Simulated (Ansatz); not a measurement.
**Optical response of AlP**

Aim: the dielectric function of AlP, and the optical constants that follow from it. The cell comes from an older database entry, whose edges can differ from later determinations, mostly by under a per cent.

Calculated with Ansatz 0.2.0; DFT, PBE, plane-wave PAW, default files, scalar-relativistic, independent-particle optical response without local fields.

This is a report of a sequence of runs, with most program output left out.

The database entry behind the starting cell differs from later determinations by our own check (0.1 to 0.3 % short, probably kX units), so it need not match the best structure at ambient conditions.

**1. The starting structure**

The structure is cubic, space group F-43m (No. 216). Conventional cell: a = 5.451 Å, b = 5.451 Å, c = 5.451 Å, α = 90.00°, β = 90.00°, γ = 90.00°. P has 4 Al at 2.36 Å nearest. Al has 4 P at 2.36 Å nearest. Farther neighbours are not listed.

**2. Ground state and bands**

The self-consistent density comes first; it also tells whether there is a gap, which decides the occupations and the need for a Drude term.

This step: DFT, PBE, plane-wave PAW, default files, scalar-relativistic, ground state (Ansatz 0.2.0).

input.yaml

```yaml
crystal:
  lattice:
    - [0.0, 2.7255, 2.7255]
    - [2.7255, 0.0, 2.7255]
    - [2.7255, 2.7255, 0.0]
  atoms:
    - { symbol: P, position: [0.75, 0.75, 0.75] }
    - { symbol: Al, position: [0.0, 0.0, 0.0] }
kpoints:
  mp_grid: { grid: [7, 7, 7] }
  band_path:
    path:
      - [[0.0, 0.0, 0.0], [0.5, 0.0, 0.5], [0.5, 0.25, 0.75], [0.375, 0.375, 0.75], [0.0, 0.0, 0.0], [0.5, 0.5, 0.5], [0.625, 0.25, 0.625], [0.5, 0.25, 0.75], [0.5, 0.5, 0.5], [0.375, 0.375, 0.75]]
      - [[0.625, 0.25, 0.625], [0.5, 0.0, 0.5]]
    npoints: 7
scf:
  occupations: { method: fermi_dirac, width: 0.05 }
  n_extra_bands: 6
hamiltonian:
  xc: pbe
  pseudopotentials: { kind: paw }
output:
  forces: true
  stress: true
  populations: true
  write_bands: true
```

Run with:

```
> ansatz run input.yaml --threads 2 --pin off --max-ram 5120MiB --backend cpu --events-out ev --progress --plain --runs-dir out
```

Run time: 1.4 s. Hardware: 2 threads of Arm Neoverse V1, shared host; peak memory 0.27 GiB; 2.7 s of CPU time.

This step gave:

```
free energy                  : -1294.4308 eV
Fermi energy                 : 5.931 eV
gap by band count            : 1.700 eV
electrons                    : 8
symmetry operations          : 24
pressure                     : 2.751 GPa
volume                       : 40.49 Å³
gap on the path              : 1.571 eV
least direct gap on the path : 3.350 eV
```

There is a gap, 1.57 eV on the path, so no carriers' term is needed. The cell is left with a pressure of 2.8 GPa, as it stands unrelaxed at this level.

Electronic bands along the path, in eV, zero at the Fermi level; v1 is the highest filled band, c1 the lowest empty one:

| point | v4 | v3 | v2 | v1 | c1 | c2 | c3 | c4 |
| --- | --- | --- | --- | --- | --- | --- | --- | --- |
| Γ | -12.37 | -0.84 | -0.84 | -0.84 | 2.51 | 3.73 | 3.73 | 3.73 |
| 0.57 of the way | -11.23 | -4.23 | -2.33 | -2.33 | 1.74 | 2.83 | 6.83 | 6.83 |
| X | -10.01 | -6.16 | -2.95 | -2.95 | 0.73 | 1.63 | 10.27 | 10.27 |
| 0.57 of the way | -9.98 | -5.95 | -3.61 | -3.42 | 2.09 | 3.05 | 7.39 | 7.76 |
| W | -9.96 | -5.76 | -4.02 | -3.66 | 3.48 | 5.13 | 5.30 | 5.56 |
| 0.57 of the way | -10.01 | -5.83 | -4.20 | -3.00 | 2.27 | 4.36 | 6.62 | 6.98 |
| K | -10.04 | -5.87 | -4.27 | -2.58 | 1.59 | 4.28 | 7.64 | 7.92 |
| 0.43 of the way | -11.14 | -4.71 | -3.18 | -1.42 | 3.31 | 4.76 | 4.95 | 5.50 |
| Γ | -12.37 | -0.84 | -0.84 | -0.84 | 2.51 | 3.73 | 3.73 | 3.73 |
| 0.57 of the way | -11.52 | -4.54 | -1.36 | -1.36 | 2.39 | 4.29 | 4.29 | 6.62 |
| L | -10.68 | -6.38 | -1.60 | -1.60 | 2.00 | 3.98 | 3.98 | 7.45 |
| 0.57 of the way | -10.37 | -6.03 | -3.51 | -2.12 | 2.34 | 4.84 | 5.52 | 6.80 |
| U | -10.04 | -5.87 | -4.27 | -2.58 | 1.59 | 4.28 | 7.64 | 7.92 |
| 0.43 of the way | -10.01 | -5.83 | -4.20 | -3.00 | 2.27 | 4.36 | 6.62 | 6.98 |
| W | -9.96 | -5.76 | -4.02 | -3.66 | 3.48 | 5.13 | 5.30 | 5.56 |
| 0.43 of the way | -10.28 | -5.94 | -3.71 | -2.53 | 3.15 | 3.88 | 6.42 | 6.69 |
| L | -10.68 | -6.38 | -1.60 | -1.60 | 2.00 | 3.98 | 3.98 | 7.45 |
| 0.57 of the way | -10.37 | -6.03 | -3.51 | -2.12 | 2.34 | 4.84 | 5.52 | 6.80 |
| K | -10.04 | -5.87 | -4.27 | -2.58 | 1.59 | 4.28 | 7.64 | 7.92 |
| jump to U | -10.04 | -5.87 | -4.27 | -2.58 | 1.59 | 4.28 | 7.64 | 7.92 |
| 0.43 of the way | -10.00 | -6.05 | -3.65 | -2.82 | 1.18 | 2.59 | 8.92 | 9.26 |
| X | -10.01 | -6.16 | -2.95 | -2.95 | 0.73 | 1.63 | 10.27 | 10.27 |

**3. Spectrum**

With the density converged, the vertical transitions are summed over the zone.

This step: DFT, PBE, plane-wave PAW, default files, scalar-relativistic, independent-particle optical response without local fields (Ansatz 0.2.0).

input.yaml, the sections that differ from step 2:

```yaml
kpoints:
  mp_grid: { grid: [7, 7, 7] }
scf:
  occupations: { method: fixed }
output:
  optics:
    e_range: [0, 30]
    de: 0.05
    sigma: 0.2
    nscf_kmesh: { grid: [10, 10, 10] }
    bands: auto
# crystal, hamiltonian: as in step 2
```

It took 10 s on 2 threads; peak memory 0.4 GiB; 19 s of CPU time.

This step gave:

| Item | Value |
| --- | --- |
| electronic dielectric constant ε∞, mean over x, y and z (by symmetry where fewer were run) | 8.709 |
| absorption onset, first axis (α over 10⁴ cm⁻¹, or the direct gap if that lies higher) | 3.350 eV |
| main peak of Im epsilon, first axis | 4.515 eV |
| centre of weight of the strongest loss peak in the window | 17.03 eV |
| photocurrent from vertical transitions in a film 500 nm thick on a perfect mirror (two passes), AM1.5G, no front reflection, all carriers collected | 0.6742 mA/cm² |
| least direct gap on the mesh | 3.350 eV |
| bands summed | 24 |
| spectra valid up to | 27.48 eV |
| program's estimate of the k-sum error in Im epsilon | 0.09 % |
| electrons in the f-sum | 7.071 |

Table of Im ε, any direction by photon energy; read off at these points:

| photon energy (eV) | Im ε, any direction |
| --- | --- |
| 3.0 | 0.00133 |
| 3.5 | 1.55 |
| 4.0 | 16.9 |
| 4.5 | 35.5 |
| 5.0 | 16.5 |
| 5.5 | 16.2 |
| 6.0 | 10.1 |
| 6.5 | 7.11 |
| 7.0 | 5.16 |
| 7.5 | 3.90 |
| 8.0 | 3.14 |
| 8.5 | 2.41 |
| 9.0 | 2.07 |
| 9.5 | 1.52 |
| 10.0 | 1.25 |
| 10.5 | 1.000 |
| 11.0 | 0.731 |
| 11.5 | 0.553 |
| 12.0 | 0.517 |
| 12.5 | 0.450 |
| 13.0 | 0.356 |
| 13.5 | 0.301 |
| 14.0 | 0.260 |
| 14.5 | 0.256 |
| 15.0 | 0.255 |
| 15.5 | 0.231 |
| 16.0 | 0.198 |
| 16.5 | 0.169 |
| 17.0 | 0.145 |
| 17.5 | 0.116 |
| 18.0 | 0.111 |
| 18.5 | 0.0873 |
| 19.0 | 0.0716 |
| 19.5 | 0.0639 |
| 20.0 | 0.0569 |
| 20.5 | 0.0597 |
| 21.0 | 0.0544 |
| 21.5 | 0.0504 |
| 22.0 | 0.0516 |
| 22.5 | 0.0427 |
| 23.0 | 0.0354 |
| 23.5 | 0.0307 |
| 24.0 | 0.0304 |
| 24.5 | 0.0296 |
| 25.0 | 0.0322 |
| 25.5 | 0.0160 |
| 26.0 | 0.0169 |

Table of Re ε, any direction by photon energy:

| photon energy (eV) | Re ε, any direction |
| --- | --- |
| 0.0 | 8.71 |
| 0.5 | 8.79 |
| 1.0 | 9.05 |
| 1.5 | 9.53 |
| 2.0 | 10.3 |
| 2.5 | 11.7 |
| 3.0 | 14.2 |
| 3.5 | 21.4 |
| 4.0 | 25.4 |
| 4.5 | 8.49 |
| 5.0 | -6.51 |
| 5.5 | -2.87 |
| 6.0 | -7.36 |
| 6.5 | -6.23 |
| 7.0 | -5.32 |
| 7.5 | -4.50 |
| 8.0 | -3.99 |
| 8.5 | -3.32 |
| 9.0 | -3.07 |
| 9.5 | -2.60 |
| 10.0 | -2.22 |
| 10.5 | -1.97 |
| 11.0 | -1.67 |
| 11.5 | -1.34 |
| 12.0 | -1.09 |
| 12.5 | -0.913 |
| 13.0 | -0.768 |
| 13.5 | -0.601 |
| 14.0 | -0.450 |
| 14.5 | -0.324 |
| 15.0 | -0.241 |
| 15.5 | -0.18 |
| 16.0 | -0.116 |
| 16.5 | -0.0468 |
| 17.0 | 0.00850 |
| 17.5 | 0.0718 |
| 18.0 | 0.134 |
| 18.5 | 0.177 |
| 19.0 | 0.232 |
| 19.5 | 0.280 |
| 20.0 | 0.327 |
| 20.5 | 0.364 |
| 21.0 | 0.394 |
| 21.5 | 0.425 |
| 22.0 | 0.451 |
| 22.5 | 0.471 |
| 23.0 | 0.499 |
| 23.5 | 0.524 |
| 24.0 | 0.547 |
| 24.5 | 0.571 |
| 25.0 | 0.577 |
| 25.5 | 0.599 |
| 26.0 | 0.625 |

Values under 1 per cm are given as 1. The absorption coefficient, any direction by photon energy:

| photon energy (eV) | absorption coefficient, any direction (1/cm) |
| --- | --- |
| 0 | 1 |
| 1 | 1 |
| 2 | 1 |
| 3 | 53.7 |
| 4 | 6.5e5 |
| 5 | 1.8e6 |
| 6 | 1.9e6 |
| 7 | 1.8e6 |
| 8 | 1.7e6 |
| 9 | 1.7e6 |
| 10 | 1.6e6 |
| 11 | 1.5e6 |
| 12 | 1.3e6 |
| 13 | 1.2e6 |
| 14 | 9.9e5 |
| 15 | 8.3e5 |
| 16 | 6.7e5 |
| 17 | 4.5e5 |
| 18 | 2.6e5 |
| 19 | 1.4e5 |
| 20 | 1.0e5 |
| 21 | 92066 |
| 22 | 85572 |
| 23 | 58342 |
| 24 | 49937 |
| 25 | 53738 |
| 26 | 28206 |

The reflectivity at normal incidence, any direction has structure finer than the step of the table below, so its rows give means over 1 eV, whole bins alone (the curve runs from 0 to 26.4 eV). Peaks (eV: height): 4.8: 63.1, 11.3: 68.3.

The reflectivity at normal incidence, any direction by photon energy; means over each step:

| photon energy (eV) | reflectivity at normal incidence, any direction (%) |
| --- | --- |
| 1 | 25.2 |
| 2 | 27.7 |
| 3 | 34.4 |
| 4 | 50.2 |
| 5 | 57.8 |
| 6 | 60.3 |
| 7 | 60.9 |
| 8 | 60.8 |
| 9 | 61.5 |
| 10 | 63.2 |
| 11 | 67.0 |
| 12 | 64.7 |
| 13 | 63.8 |
| 14 | 59.8 |
| 15 | 49.2 |
| 16 | 43.7 |
| 17 | 34.1 |
| 18 | 20.6 |
| 19 | 12.3 |
| 20 | 7.55 |
| 21 | 5.27 |
| 22 | 3.91 |
| 23 | 2.99 |
| 24 | 2.24 |
| 25 | 1.82 |

The loss function −Im 1/ε at q → 0, any direction by energy loss; read off at these points:

| energy loss (eV) | loss function −Im 1/ε at q → 0, any direction |
| --- | --- |
| 3.0 | 0 |
| 4.0 | 0.0182 |
| 5.0 | 0.0525 |
| 6.0 | 0.0647 |
| 7.0 | 0.0940 |
| 8.0 | 0.122 |
| 9.0 | 0.151 |
| 10.0 | 0.193 |
| 11.0 | 0.219 |
| 12.0 | 0.355 |
| 13.0 | 0.497 |
| 14.0 | 0.961 |
| 15.0 | 2.07 |
| 16.0 | 3.76 |
| 17.0 | 6.86 |
| 17.2 | 7.01 |
| 18.0 | 3.65 |
| 19.0 | 1.22 |
| 20.0 | 0.516 |
| 21.0 | 0.344 |
| 22.0 | 0.251 |
| 23.0 | 0.142 |
| 24.0 | 0.101 |
| 25.0 | 0.0965 |
| 26.0 | 0.0432 |

At chosen wavelengths:

| wavelength (nm) | n | k | R (%) | 1/α |
| --- | --- | --- | --- | --- |
| 1550 | 2.99 | 0.000 | 24.8 | over 1 mm |
| 800 | 3.10 | 0.000 | 26.2 | over 1 mm |
| 633 | 3.20 | 0.000 | 27.5 | over 1 mm |
| 450 | 3.57 | 0.000 | 31.6 | over 1 mm |
| 405 | 3.83 | 0.001 | 34.4 | 51 µm |
| 365 | 4.37 | 0.061 | 39.4 | 474 nm |
| 248 | 2.37 | 3.481 | 59.6 | 5.7 nm |

Rows near the edge hang on the gap, which this functional as a rule makes too small, and phonon-assisted absorption is left out.

Through 1 µm of it, D65 light comes out colourless, dimmed by reflection (x = 0.320, y = 0.337; 55 % transmitted).

The f-sum over the summed bands holds 7.1 of the cell's 8 electrons outside the frozen cores. Up to 26 eV the strength has a mean oscillator energy of 5.6 eV, close to the main peak.

**4. Static response with local fields**

Perturbation theory gives the static response with local fields and the functional's kernel, and it needs no empty bands.

This step: DFT, PBE, plane-wave PAW, default files, scalar-relativistic, static field response by perturbation theory with local fields (Ansatz 0.2.0).

input.yaml, the sections that differ from step 3:

```yaml
dielectric: {}
# crystal, kpoints, scf, hamiltonian: as in step 3
# output: removed
```

The job ended after 11 s (2 threads; peak memory 0.36 GiB).

This step gave:

| Item | Value |
| --- | --- |
| electronic dielectric constant ε∞, mean over x, y and z (by symmetry where fewer were run) | 8.073 |

ε∞ with local fields:

```
8.07 0.00 0.00
0.00 8.07 0.00
0.00 0.00 8.07
```

Diagonal elements. Born, by row:

| atom | Z*xx (e) | Z*yy (e) | Z*zz (e) |
| --- | --- | --- | --- |
| P1 | -2.227 | -2.227 | -2.227 |
| Al2 | 2.227 | 2.227 | 2.227 |

Mean Born charges are P -2.23 and Al +2.23, against formal valences of -3 and +3. They fall short of the ionic values, as in covalent bonds.

**5. Summary of results**

* gap on the path: 1.57 eV
* least direct gap on the path: 3.35 eV
* electronic dielectric constant ε∞, mean over x, y and z (by symmetry where fewer were run) (independent particles): 8.71
* absorption onset, first axis (α over 10⁴ cm⁻¹, or the direct gap if that lies higher): 3.35 eV
* main peak of Im epsilon, first axis: 4.52 eV
* centre of weight of the strongest loss peak in the window, first axis: 17.0 eV
* photocurrent from vertical transitions in a film 500 nm thick on a perfect mirror (two passes), AM1.5G, no front reflection, all carriers collected: 0.674 mA/cm²
* electronic dielectric constant ε∞, mean over x, y and z (by symmetry where fewer were run) (static response with local fields): 8.07

What this shows: At this level (PBE, independent particles) AlP has ε∞ = 8.71 (8.07 with local fields) and n = 2.99 at 1550 nm; absorption sets in near 3.3 eV, and Im ε peaks at 4.5 eV. The gap is indirect (1.57 eV), so absorption without phonons can begin only at the direct gap of 3.35 eV. Absorption passes 10⁴ cm⁻¹ from the direct gap on, 3.35 eV, in the ultraviolet, so the visible is passed, but for phonon-assisted absorption over the indirect gap, which is left out. The strongest loss structure up to 26 eV has its centre of weight at 17.0 eV; a free-electron gas of the 7.1 electrons in the f-sum would put its plasmon at 15.5 eV. Distinct maxima of Im ε, read by a parabola through the highest points, lie at 4.52 eV (36) and 5.55 eV (16). The f-sum over the summed bands holds 7.1 of the cell's 8 electrons outside the frozen cores. Up to 26 eV the strength has a mean oscillator energy of 5.6 eV, close to the main peak. Through 1 µm of it, D65 light comes out colourless, dimmed by reflection (x = 0.320, y = 0.337; 55 % transmitted). With local fields and the functional's kernel the static response is 8.07 against 8.71 for independent particles (-7 %). In the base spectrum excitons and phonon-assisted transitions are missing, and so are local fields; PBE gaps are as a rule too small, which pulls the onset down and ε∞ up. In the base run ε includes the program's bounded estimate of what the bands above those summed add.

[Logs are printed without paths, hosts, clocks, repeated set-up lines and the standing remarks that a program may print on its own settings, such as how far it seeks lower states.]

[Hosts, paths, dates, database ids (printed as entryN), source tags and the programs' standing remarks are cut or masked in the printed files.]
